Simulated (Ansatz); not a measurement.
Crystal: Ba.

```
Ba
1.0
     0.00000    3.23267    3.23267
     3.23267    0.00000    3.23267
     3.23267    3.23267    0.00000
Ba
1
Direct
  0.00000 0.00000 0.00000
```

This isn't the form of Ba at room conditions, which is bcc.

Base run:

- Program: Ansatz 0.2.0
- Functional: PBE
- Potentials or basis: all-electron LAPW, scalar-relativistic
- Cutoff: 65 eV (chosen from the basis error)
- Basis error allowed: 0.001 eV/atom
- k mesh: 7 × 7 × 7
- Occupations: gaussian, width 0.05 eV
- Spin: no spin polarisation

Its results: band gap on the k mesh none (metal or under the smearing width); pressure -0.3 GPa.

Q: The run is repeated on the same cell with these changes: functional from PBE to RPBE; occupations from gaussian, width 0.05 eV to gaussian, width 0.1 eV. What comes out?

A: Band gap on the k mesh none (metal or under the smearing width); pressure 0.3 GPa.
